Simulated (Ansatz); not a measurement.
Cost and result for the atomization energy of C₂H₂Cl₂ (`Cl/C=C/Cl`) (6 atoms, 5 bonds).

```
atom    x (Å)    y (Å)    z (Å)
 Cl1   1.3299   0.4299  -1.6159
  C2   0.2099  -0.3056  -0.5474
  C3  -0.2099   0.3056   0.5474
 Cl4  -1.3299  -0.4299   1.6160
  H5  -0.1180  -1.2940  -0.8398
  H6   0.1180   1.2940   0.8398
```

Charge 0, multiplicity 1. The geometry is a stationary point of PBE0-D4/def2-TZVP. Program: Ansatz. All runs use 4 threads of an Arm Neoverse V1 on a shared host. Times are those of one run each, without the atoms' runs, and a repeat can differ threefold. Electronic energies, without spin–orbit coupling; frozen cores. CCSD(T)/CBS adds CCSD(T) − MP2 in def2-TZVPP to the MP2 limit, and its time is that of the two runs behind it. T1 = 0.010; the RHF reference is unstable towards UHF. HSE06 is the plane-wave form, built on full-range PBE exchange.

CCSD(T)/CBS is a level of theory with its own doubt, some kJ/mol a heavy atom from the limit and from the frozen cores, so smaller differences don't rank the functionals.

| level | functions | wall time |
| --- | --- | --- |
| LDA (SPW92)/def2-TZVPP | 174 | 0.55 s |
| CCSD(T)/def2-SVP | 74 | 0.85 s |
| revPBE-D4/def2-TZVPP | 174 | 0.9 s |
| BLYP-D4/def2-TZVPP | 174 | 0.9 s |
| PBE0-D4/def2-TZVPP | 174 | 1.3 s |
| BHLYP-D4/def2-TZVPP | 174 | 1.3 s |
| HSE06-D4/def2-TZVPP | 174 | 1.4 s |
| PBE-QIDH/def2-TZVPP | 174 | 2.2 s |
| r2SCAN-D4/def2-TZVPP (with forces) | 174 | 2.4 s |
| r2SCANh-D4/def2-TZVPP | 174 | 2.6 s |
| MP2/def2-QZVPP | 314 | 7 s |
| CCSD(T)/def2-TZVPP | 174 | 19 s |
| CCSD(T)/CBS(def2) | – | 26 s |

Problem. What atomization energy does each give, and how far from CCSD(T)/CBS? (An estimate is asked.)

Solution. The calculation gave: 
```csv
level,atomization (kJ/mol),difference from CCSD(T)/CBS,per bond
LDA (SPW92)/def2-TZVPP,2571.3,397.4,79.5
CCSD(T)/def2-SVP,2049.7,-124.2,-24.8
revPBE-D4/def2-TZVPP,2210.0,36.1,7.2
BLYP-D4/def2-TZVPP,2178.4,4.5,0.9
PBE0-D4/def2-TZVPP,2216.0,42.1,8.4
BHLYP-D4/def2-TZVPP,2081.0,-92.9,-18.6
HSE06-D4/def2-TZVPP,2218.5,44.6,8.9
PBE-QIDH/def2-TZVPP,2184.2,10.3,2.1
r2SCAN-D4/def2-TZVPP (with forces),2198.8,24.9,5.0
r2SCANh-D4/def2-TZVPP,2179.3,5.4,1.1
MP2/def2-QZVPP,2219.1,45.2,9.0
CCSD(T)/def2-TZVPP,2110.0,-63.9,-12.8
CCSD(T)/CBS(def2),2173.9,0.0,0.0
```

From BLYP to BHLYP (50 % exact exchange), in def2-TZVPP and without D4, the atomization energy moves by −84.0 kJ/mol: exact exchange takes away binding that semilocal exchange gives to molecules. At CCSD(T), def2-SVP lies −124.2 kJ/mol from the extrapolated value and def2-TZVPP −64.0 kJ/mol: correlation converges slowly with the basis, and small sets miss more of it in the bonded molecule than in its fragments. In def2-TZVPP, CCSD(T) changes the Hartree–Fock value by +580.1 kJ/mol (the triples alone add +51.1 kJ/mol) and MP2 by +651.7 kJ/mol; breaking electron pairs costs correlation energy, which Hartree–Fock lacks.
